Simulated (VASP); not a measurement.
# AlN (P6_3mc) in VASP: settings compared

Aim: see how the results for AlN move with the level of theory and the settings. Levels: HSE06, PBE. Tasks: single point.

All numbers are computed with VASP 6.6.1; they aren't measurements. Logs are shortened: lines on timing, memory, paths and dates and some standing lists are left out, and cuts for length are marked.

## Step 1: The structure

Symmetry: P6_3mc, No. 186, hexagonal system. The conventional cell has a = 3.128 Å, b = 3.128 Å, c = 5.016 Å, α = 90.00°, β = 90.00°, γ = 120.00°. Al (site symmetry 3m) has 4 N at 1.90 to 1.91 Å as nearest neighbours. Around N (site symmetry 3m) lie 4 Al at 1.90 to 1.91 Å.

## Step 2: Single point, HSE06

The input, POSCAR:

```
AlN
1.0
   -6.2557320000     -5.4176240000     -5.0159260000
    6.2557320000      5.4176240000     -5.0159260000
    6.2557320000     -5.4176240000      5.0159260000
Al N
32 32
Direct
    0.0836837500      0.6253503800      0.7083331200
    0.8336837500      0.5003503800      0.3333331200
    0.0836837500      0.8753503800      0.9583331200
    0.8336837500      0.7503503800      0.5833331200
    0.0836837500      0.1253503700      0.2083331200
    0.5836837500      0.6253503800      0.2083331200
    0.8336837500      0.0003503700      0.8333331200
    0.3336837500      0.5003503800      0.8333331200
    0.0836837500      0.3753503800      0.4583331200
    0.5836837500      0.8753503800      0.4583331200
    0.8336837500      0.2503503800      0.0833331300
    0.3336837500      0.7503503800      0.0833331300
    0.5836837500      0.1253503700      0.7083331200
    0.3336837500      0.0003503800      0.3333331200
    0.5836837500      0.3753503800      0.9583331200
    0.3336837500      0.2503503700      0.5833331200
    0.4170172500      0.0003506300      0.9166668800
    0.1670172500      0.8753506200      0.5416668800
    0.4170172500      0.2503506300      0.1666668800
    0.1670172500      0.1253506300      0.7916668800
    0.4170172500      0.5003506300      0.4166668800
    0.9170172500      0.0003506300      0.4166668800
    0.1670172500      0.3753506300      0.0416668800
    0.6670172500      0.8753506200      0.0416668800
    0.4170172500      0.7503506200      0.6666668800
    0.9170172500      0.2503506300      0.6666668800
    0.1670172500      0.6253506300      0.2916668800
    0.6670172500      0.1253506200      0.2916668800
    0.9170172500      0.5003506300      0.9166668800
    0.6670172500      0.3753506300      0.5416668800
    0.9170172500      0.7503506200      0.1666668700
    0.6670172500      0.6253506300      0.7916668800
    0.3929827500      0.9346493800      0.7083331200
    0.1429827500      0.8096493800      0.3333331200
    0.3929827500      0.1846493800      0.9583331200
    0.1429827500      0.0596493800      0.5833331200
    0.3929827500      0.4346493800      0.2083331200
    0.8929827500      0.9346493800      0.2083331200
    0.1429827500      0.3096493800      0.8333331200
    0.6429827500      0.8096493800      0.8333331200
    0.3929827500      0.6846493800      0.4583331200
    0.8929827500      0.1846493800      0.4583331200
    0.1429827500      0.5596493800      0.0833331300
    0.6429827500      0.0596493800      0.0833331300
    0.8929827500      0.4346493800      0.7083331200
    0.6429827500      0.3096493800      0.3333331200
    0.8929827500      0.6846493800      0.9583331200
    0.6429827500      0.5596493800      0.5833331200
    0.2263162500      0.8096496200      0.9166668800
    0.9763162500      0.6846496200      0.5416668800
    0.2263162500      0.0596496300      0.1666668800
    0.9763162500      0.9346496200      0.7916668800
    0.2263162500      0.3096496300      0.4166668800
    0.7263162500      0.8096496200      0.4166668800
    0.9763162500      0.1846496300      0.0416668800
    0.4763162500      0.6846496200      0.0416668800
    0.2263162500      0.5596496300      0.6666668800
    0.7263162500      0.0596496300      0.6666668800
    0.9763162500      0.4346496200      0.2916668800
    0.4763162500      0.9346496200      0.2916668800
    0.7263162500      0.3096496300      0.9166668800
    0.4763162500      0.1846496300      0.5416668800
    0.7263162500      0.5596496200      0.1666668700
    0.4763162500      0.4346496300      0.7916668800
```

The input, INCAR.step1:

```
PREC     = Normal         # precision mode
ENCUT    = 400            # plane-wave cutoff, eV
EDIFF    = 1E-5           # SCF threshold, eV
ISMEAR   = 0              # smearing method
SIGMA    = 0.01           # smearing width, eV
LREAL    = Auto         
LASPH    = T              # aspherical terms in the spheres
NELM     = 80             # most SCF steps
ALGO     = Normal         # electronic algorithm
ISIF     = 2              # what is computed and relaxed
LWAVE    = T              # write WAVECAR
ICORELEVEL= 1            
GGA      = PE             # functional
LUSENCCL = F
```

The input, INCAR.step2:

```
PREC     = Normal         # precision mode
ENCUT    = 400            # plane-wave cutoff, eV
EDIFF    = 1E-7           # SCF threshold, eV
ISMEAR   = 0              # smearing method
SIGMA    = 0.01           # smearing width, eV
LREAL    = Auto         
LASPH    = T              # aspherical terms in the spheres
NELM     = 80             # most SCF steps
ALGO     = Normal         # electronic algorithm
ISIF     = 2              # what is computed and relaxed
LWAVE    = F              # write WAVECAR
LCHARG   = F              # write CHGCAR
GGA      = PE             # functional
LHFCALC  = T              # exact exchange
HFSCREEN = 0.2            # screening, 1/A
PRECFOCK = Fast         
ICORELEVEL= 1            
ISTART   = 1            
LUSENCCL = F
```

The input, KPOINTS:

```
Automatic mesh
0
Gamma
  1 1 1
```

Potentials or basis: VASP PAW PBE potentials, release 64 (Al, N).

Launch:

```console
$ cat potpaw_PBE.64/Al/POTCAR potpaw_PBE.64/N/POTCAR > POTCAR
$ cp INCAR.step1 INCAR
$ mpirun -np 1 vasp_gam > vasp.out
$ cp INCAR.step2 INCAR
$ mpirun -np 1 vasp_gam > vasp.out
```

OUTCAR:

```text
PREC = Normal
   ENCUT = 400
   EDIFF = 1E-7
   ISMEAR = 0
   LREAL = Auto
   LASPH = T
   NELM = 80
   ISIF = 2
   GGA = PE
   LHFCALC = T
   HFSCREEN = 0.2
   PRECFOCK = Fast
   ISTART = 1

 ion  position               nearest neighbor table
   1  0.084  0.625  0.708-  57 1.90  50 1.90  49 1.90  45 1.91  25 3.09  26 3.09  18 3.09  30 3.09
                            17 3.09  29 3.09   3 3.13   9 3.13   8 3.13   2 3.13   4 3.13  12 3.13
   2  0.834  0.500  0.333-  59 1.90  63 1.90  50 1.90  46 1.91  27 3.09  31 3.09  28 3.09  19 3.09
                            18 3.09  30 3.09  11 3.13   4 3.13   1 3.13  15 3.13   6 3.13   9 3.13
   3  0.084  0.875  0.958-  49 1.90  52 1.90  51 1.90  47 1.91  17 3.09  29 3.09  20 3.09  32 3.09
                            19 3.09  31 3.09   5 3.13   1 3.13   7 3.13   4 3.13  14 3.13  12 3.13
   4  0.834  0.750  0.583-  50 1.90  54 1.90  52 1.90  48 1.91  18 3.09  30 3.09  22 3.09  21 3.09
                            20 3.09  32 3.09   7 3.13   2 3.13   1 3.13  10 3.13   3 3.13   6 3.13
   5  0.084  0.125  0.208-  51 1.90  55 1.90  53 1.90  38 1.91  19 3.09  31 3.09  23 3.09  24 3.09
                            22 3.09  21 3.09   3 3.13   9 3.13  14 3.13   7 3.13  16 3.13  11 3.13
   6  0.584  0.625  0.208-  63 1.90  56 1.90  54 1.90  37 1.91  31 3.09  19 3.09  24 3.09  23 3.09
                            22 3.09  21 3.09  10 3.13  15 3.13  12 3.13   4 3.13   8 3.13   2 3.13
   7  0.834  0.000  0.833-  52 1.90  58 1.90  55 1.90  40 1.91  20 3.09  32 3.09  26 3.09  25 3.09
                            23 3.09  24 3.09   4 3.13  11 3.13   3 3.13   5 3.13  13 3.13  10 3.13
   8  0.334  0.500  0.833-  64 1.90  57 1.90  56 1.90  39 1.91  32 3.09  20 3.09  25 3.09  26 3.09
                            24 3.09  23 3.09  12 3.13  16 3.13  15 3.13   6 3.13   9 3.13   1 3.13
   9  0.084  0.375  0.458-  53 1.90  59 1.90  57 1.90  42 1.91  21 3.09  22 3.09  27 3.09  28 3.09
[... 77 lines left out ...]
  63  0.726  0.560  0.167-   6 1.90   2 1.90  15 1.90  31 1.91
  64  0.476  0.435  0.792-   8 1.90  15 1.90  16 1.90  32 1.91

  LATTYP: Found a body centered orthorhombic cell.
 ALAT       =    10.0318520000
 B/A-ratio  =     1.0800845148
 C/A-ratio  =     1.2471739017

  Lattice vectors:

 A1 = (  -6.2557320000,  -5.4176240000,   5.0159260000)
 A2 = (  -6.2557320000,   5.4176240000,  -5.0159260000)
 A3 = (   6.2557320000,  -5.4176240000,  -5.0159260000)

Analysis of symmetry for initial positions (statically):
=====================================================================
 Subroutine PRICEL returns following result:

  LATTYP: Found a hexagonal cell.
 ALAT       =     3.1278664279
 C/A-ratio  =     1.6036253675

  Lattice vectors:

 A1 = (   1.5639329374,   2.7088119458,   0.0000000502)
 A2 = (  -3.1278659374,   0.0000000542,  -0.0000000502)
 A3 = (   0.0000000626,   0.0000000542,   5.0159259498)

  16 primitive cells build up your supercell.

 Routine SETGRP: Setting up the symmetry group for a
 body centered orthorhombic supercell.

 Subroutine GETGRP returns: Found  4 space group operations
 (whereof  2 operations were pure point group operations)
 out of a pool of  8 trial point group operations.

The static configuration has the point symmetry C_1h.
 The point group associated with its full space group is C_2v.

Analysis of symmetry for dynamics (positions and initial velocities):
=====================================================================
 Subroutine PRICEL returns following result:

  LATTYP: Found a hexagonal cell.
 ALAT       =     3.1278664279
 C/A-ratio  =     1.6036253675

  Lattice vectors:

 A1 = (   1.5639329374,   2.7088119458,   0.0000000502)
 A2 = (  -3.1278659374,   0.0000000542,  -0.0000000502)
 A3 = (   0.0000000626,   0.0000000542,   5.0159259498)

  16 primitive cells build up your supercell.

[... 85 lines left out ...]
   LASPH  =      T    aspherical Exc in radial PAW
   ENCUT  =  400.0 eV  29.40 Ry    5.42 a.u.  15.78 15.78 15.78*2*pi/ulx,y,z
   NELM   =     80;   NELMIN=  2; NELMDL=  0     # of ELM steps
   EDIFF  = 0.1E-06   stopping-criterion for ELM
   LREAL  =      T    real-space projection
   EDIFFG = 0.1E-05   stopping-criterion for IOM
   NSW    =      0    number of steps for IOM
   IBRION =     -1    ionic relax: 0-MD 1-quasi-New 2-CG
   NFREE  =      0    steps in history (QN), initial steepest desc. (CG)
   ISIF   =      2    stress and relaxation
   ISYM   =      3    0-nonsym 1-usesym 2-fastsym
   POTIM  = 0.5000    time-step for ionic-motion
   TEBEG  =    0.0;   TEEND  =   0.0 temperature during run
   PSTRESS=    0.0 pullay stress
   NELECT =     256.0000    total number of electrons
   NUPDOWN=      -1.0000    fix difference up-down
   EMIN   =  10.00;   EMAX   =-10.00  energy-range for DOS
   EFERMI =   0.00;   METHOD = LEGACY
   ISMEAR =     0;   SIGMA  =   0.01  broadening in eV -4-tet -1-fermi 0-gaus
   EFERMI_NEDOS =   21; number of points for ismear=-14 and -15
   IALGO  =     38    algorithm
   IMIX   =      1    mixing-type and parameters
     AMIX     =   0.40;   BMIX     =  1.00
     AMIX_MAG =   1.60;   BMIX_MAG =  1.00
  volume/ion in A,a.u.               =      10.62        71.70
  Fermi-wavevector in a.u.,A,eV,Ry     =   1.182103  2.233851 19.012351  1.397368
  Thomas-Fermi vector in A             =   2.318364
   LORBIT       =      0    0 simple, 1 ext, 2 COOP (PROOUT), +10 PAW based schemes
   GGA     = PE    functional components
   LHFCALC =     T    Hartree Fock is set to
   PRECFOCK=fast      Normal, Fast or Accurate (Low or Medium for compatibility)
   ENCUT4O =  -1.0   cutoff for four orbital integrals eV
   NKREDX  =     1    reduce k-point grid by
   NKREDY  =     1    reduce k-point grid by
   NKREDZ  =     1    reduce k-point grid by
   AEXX    =    0.2500 exact exchange contribution
   HFSCREEN=    0.2000 screening length (either q_TF or 0.3 A-1)
   HFSCREENC=   0.2000 screening length for correlation (either q_TF or 0.3 A-1)
   ENCUTFOCK=  -1.0 apply spherical cutoff to Coloumb kernel
   IVDW    =     0    specifies the selected vdW correction
   LEPSILON=     F    determine dielectric tensor
   LRPA    =     F    only Hartree local field effects (RPA)
 non-spin polarized calculation
 Gauss-broadening in eV      SIGMA  =   0.01
  energy-cutoff  :      400.00
  volume of cell :      679.98
 maximum number of plane-waves:      6173
  NGX = 32; NGY = 32; NGZ = 32

 number of electron     256.0000253 magnetization

 Free energy of the ion-electron system (eV)
  ---------------------------------------------------
  ext. energy  EPLUGINS =         0.00000000
  ---------------------------------------------------
  free energy    TOTEN  =      -559.01666378 eV

  energy without entropy =     -559.01666378  energy(sigma->0) =     -559.01666378

 the core state eigenenergies are
   1-  1s  -1497.4820  2s    -94.7894  2p    -56.2455
   2-  1s  -1497.4820  2s    -94.7894  2p    -56.2455
   3-  1s  -1497.4820  2s    -94.7894  2p    -56.2455
   4-  1s  -1497.4820  2s    -94.7894  2p    -56.2455
   5-  1s  -1497.4820  2s    -94.7894  2p    -56.2455
   6-  1s  -1497.4820  2s    -94.7894  2p    -56.2455
[... 56 lines left out ...]
  63-  1s   -367.9601
  64-  1s   -367.9601

 E-fermi :   5.1669     XC(G=0):  -8.9215

 val. band max:        5.0631396958   @ k =   0.0000   0.0000   0.0000
 cond. band min:      10.5214226011   @ k =   0.0000   0.0000   0.0000
 fundamental gap:      5.4582829053
 Fermi energy:         5.1669041329

 k-point     1 :       0.0000    0.0000    0.0000
  band No.  band energies     occupation
      1     -11.5254      2.00000
      2     -10.2352      2.00000
      3     -10.2352      2.00000
      4     -10.2352      2.00000
      5     -10.2352      2.00000
      6     -10.0884      2.00000
[... 132 lines left out ...]
    139      12.9740      0.00000
    140      12.9743      0.00000
 [bands above 140 left out]

------------------------ aborting loop because EDIFF is reached ----------------------------------------

  FORCE on cell =-STRESS in cart. coord.  units (eV):
  Direction    XX          YY          ZZ          XY          YZ          ZX
  --------------------------------------------------------------------------------------
  -------------------------------------------------------------------------------------
  Total      -37.1324080    -37.6833596    -38.9126732      0.0000000      0.0000000      0.0000000
  in kB      -87.4914450    -88.7895980    -91.6861088      0.0000000      0.0000000      0.0000000
  external PRESSURE =     -89.3223839 kB  Pullay stress =       0.0000000 kB

 VOLUME and BASIS-vectors are now :
 -----------------------------------------------------------------------------
  energy-cutoff  :      400.00
  volume of cell :      679.98
      direct lattice vectors                 reciprocal lattice vectors
    -6.255732000 -5.417624000 -5.015926000     0.000000000 -0.092291381 -0.099682491
     6.255732000  5.417624000 -5.015926000     0.079926698  0.000000000 -0.099682491
     6.255732000 -5.417624000  5.015926000     0.079926698 -0.092291381  0.000000000

 POSITION                                       TOTAL-FORCE (eV/Angst)
 -----------------------------------------------------------------------------------
      7.81966     -0.90294     -0.00352        -0.000000     -0.006569     -0.012271
     -0.00000     -3.61175     -5.01944        -0.000000     -0.006569     -0.012271
     10.94753     -0.90294     -0.00352        -0.000000     -0.006569     -0.012271
      3.12786     -3.61175     -5.01944        -0.000000     -0.006569     -0.012271
      1.56393     -0.90294     -0.00352        -0.000000     -0.006569     -0.012271
      1.56393     -0.90294     -5.01944        -0.000000     -0.006569     -0.012271
[... 56 lines left out ...]
      0.00000     -1.80588     -5.61432         0.000000      0.004980      0.012271
      4.69180     -4.51469     -0.59839         0.000000      0.004980      0.012271
 -----------------------------------------------------------------------------------
    total drift:                                0.003276     -0.003169      0.087528

  FREE ENERGIE OF THE ION-ELECTRON SYSTEM (eV)
  ---------------------------------------------------
  free  energy   TOTEN  =      -559.0166637770 eV

  energy  without entropy=     -559.0166637770  energy(sigma->0) =     -559.01666378
```

Run time: 12 min. Hardware: 1 × NVIDIA H100 80GB with 1 thread of AMD EPYC 7R13 (Zen 3), shared host; peak memory 1.3 GiB.

What came out:

```
Free energy            : -559.0167 eV
Largest force          : 0.014 eV/Å
Band gap on the k mesh : 5.46 eV
```

Forces on the atoms (eV/Å):
```
Al   0.000 -0.007 -0.012
Al   0.000 -0.007 -0.012
Al   0.000 -0.007 -0.012
Al   0.000 -0.007 -0.012
Al   0.000 -0.007 -0.012
Al   0.000 -0.007 -0.012
Al   0.000 -0.007 -0.012
Al   0.000 -0.007 -0.012
Al   0.000 -0.007 -0.012
Al   0.000 -0.007 -0.012
Al   0.000 -0.007 -0.012
Al   0.000 -0.007 -0.012
Al   0.000 -0.007 -0.012
Al   0.000 -0.007 -0.012
Al   0.000 -0.007 -0.012
Al   0.000 -0.007 -0.012
Al   0.000  0.007 -0.012
Al   0.000  0.007 -0.012
Al   0.000  0.007 -0.012
Al   0.000  0.007 -0.012
Al   0.000  0.007 -0.012
Al   0.000  0.007 -0.012
Al   0.000  0.007 -0.012
Al   0.000  0.007 -0.012
Al   0.000  0.007 -0.012
Al   0.000  0.007 -0.012
Al   0.000  0.007 -0.012
Al   0.000  0.007 -0.012
Al   0.000  0.007 -0.012
Al   0.000  0.007 -0.012
Al   0.000  0.007 -0.012
Al   0.000  0.007 -0.012
N    0.000 -0.005  0.012
N    0.000 -0.005  0.012
N    0.000 -0.005  0.012
N    0.000 -0.005  0.012
N    0.000 -0.005  0.012
N    0.000 -0.005  0.012
N    0.000 -0.005  0.012
N    0.000 -0.005  0.012
N    0.000 -0.005  0.012
N    0.000 -0.005  0.012
N    0.000 -0.005  0.012
N    0.000 -0.005  0.012
N    0.000 -0.005  0.012
N    0.000 -0.005  0.012
N    0.000 -0.005  0.012
N    0.000 -0.005  0.012
N    0.000  0.005  0.012
N    0.000  0.005  0.012
N    0.000  0.005  0.012
N    0.000  0.005  0.012
N    0.000  0.005  0.012
N    0.000  0.005  0.012
N    0.000  0.005  0.012
N    0.000  0.005  0.012
N    0.000  0.005  0.012
N    0.000  0.005  0.012
N    0.000  0.005  0.012
N    0.000  0.005  0.012
N    0.000  0.005  0.012
N    0.000  0.005  0.012
N    0.000  0.005  0.012
N    0.000  0.005  0.012
```

Core levels (eV, on the scale of the bands):
| atom | levels |
| --- | --- |
| 1 Al | 1s -1497.5, 2s -94.8, 2p -56.2 |
| 2 Al | 1s -1497.5, 2s -94.8, 2p -56.2 |
| 3 Al | 1s -1497.5, 2s -94.8, 2p -56.2 |
| 4 Al | 1s -1497.5, 2s -94.8, 2p -56.2 |
| 5 Al | 1s -1497.5, 2s -94.8, 2p -56.2 |
| 6 Al | 1s -1497.5, 2s -94.8, 2p -56.2 |

Caveat: the k mesh is coarse (spacing up to 0.85 Å⁻¹), so the values aren't converged, least of all with exact exchange; the cutoff is under 1.25 times the usual one of these potentials, so pressure, stress and relaxed cells hold a basis-set (Pulay) error; the PAW data sets were made with another functional, which shifts forces and pressure a little; an odd mesh through Γ misses points on the zone boundary, where band edges often lie.

## Step 3: Single point, PBE

The input, INCAR:

```
PREC = Normal
ENCUT = 450
EDIFF = 1E-7
ISMEAR = 0
SIGMA = 0.01
LREAL = Auto
LASPH = True
NELM = 80
ALGO = Normal
ISIF = 2
LWAVE = False
LCHARG = False
GGA = PE
NBANDS = 166
ICORELEVEL = 1
KPAR = 2
NCORE = 1
```

The input, KPOINTS:

```
Automatic mesh
0
Monkhorst-Pack
  2 2 2
```

POSCAR is that of step 2.

Potentials or basis: VASP PAW PBE potentials, release 64 (Al, N).

Launch:

```console
$ cat potpaw_PBE.64/Al/POTCAR potpaw_PBE.64/N/POTCAR > POTCAR
$ mpirun -np 2 vasp_std > vasp.out
```

Run time: 4.2 min. Hardware: 2 MPI ranks of Intel Xeon Platinum 8375C at 2.90GHz (Ice Lake), shared host; peak memory 0.47 GiB.

Results (log left out):

* Free energy: -476.6104 eV
* Largest force: 0.005 eV/Å

Forces in eV/Å, atoms in the order of the input:
```
Al   0.000  0.001 -0.005
Al   0.000  0.001 -0.005
Al   0.000  0.001 -0.005
Al   0.000  0.001 -0.005
Al   0.000  0.001 -0.005
Al   0.000  0.001 -0.005
Al   0.000  0.001 -0.005
Al   0.000  0.001 -0.005
Al   0.000  0.001 -0.005
Al   0.000  0.001 -0.005
Al   0.000  0.001 -0.005
Al   0.000  0.001 -0.005
Al   0.000  0.001 -0.005
Al   0.000  0.001 -0.005
Al   0.000  0.001 -0.005
Al   0.000  0.001 -0.005
Al   0.000 -0.001 -0.005
Al   0.000 -0.001 -0.005
Al   0.000 -0.001 -0.005
Al   0.000 -0.001 -0.005
Al   0.000 -0.001 -0.005
Al   0.000 -0.001 -0.005
Al   0.000 -0.001 -0.005
Al   0.000 -0.001 -0.005
Al   0.000 -0.001 -0.005
Al   0.000 -0.001 -0.005
Al   0.000 -0.001 -0.005
Al   0.000 -0.001 -0.005
Al   0.000 -0.001 -0.005
Al   0.000 -0.001 -0.005
Al   0.000 -0.001 -0.005
Al   0.000 -0.001 -0.005
N    0.000 -0.002  0.005
N    0.000 -0.002  0.005
N    0.000 -0.002  0.005
N    0.000 -0.002  0.005
N    0.000 -0.002  0.005
N    0.000 -0.002  0.005
N    0.000 -0.002  0.005
N    0.000 -0.002  0.005
N    0.000 -0.002  0.005
N    0.000 -0.002  0.005
N    0.000 -0.002  0.005
N    0.000 -0.002  0.005
N    0.000 -0.002  0.005
N    0.000 -0.002  0.005
N    0.000 -0.002  0.005
N    0.000 -0.002  0.005
N    0.000  0.002  0.005
N    0.000  0.002  0.005
N    0.000  0.002  0.005
N    0.000  0.002  0.005
N    0.000  0.002  0.005
N    0.000  0.002  0.005
N    0.000  0.002  0.005
N    0.000  0.002  0.005
N    0.000  0.002  0.005
N    0.000  0.002  0.005
N    0.000  0.002  0.005
N    0.000  0.002  0.005
N    0.000  0.002  0.005
N    0.000  0.002  0.005
N    0.000  0.002  0.005
N    0.000  0.002  0.005
```

Levels at points of the mesh, in eV from the valence-band top:
| k point | band 126 | band 127 | band 128 | band 129 | band 130 | band 131 |
| --- | --- | --- | --- | --- | --- | --- |
| (0.25, 0.25, 0.25) | -0.39 | -0.39 | -0.39 | 5.72 | 5.72 | 5.72 |

Core levels (eV, on the scale of the bands):
```
atom                          levels
1 Al  1s -1497.3, 2s -94.7, 2p -56.1
2 Al  1s -1497.3, 2s -94.7, 2p -56.1
3 Al  1s -1497.3, 2s -94.7, 2p -56.1
4 Al  1s -1497.3, 2s -94.7, 2p -56.1
5 Al  1s -1497.3, 2s -94.7, 2p -56.1
6 Al  1s -1497.3, 2s -94.7, 2p -56.1
```

Caveat: the k mesh is coarse (spacing up to 0.43 Å⁻¹), so the values aren't converged; the cutoff is under 1.25 times the usual one of these potentials, so pressure, stress and relaxed cells hold a basis-set (Pulay) error.
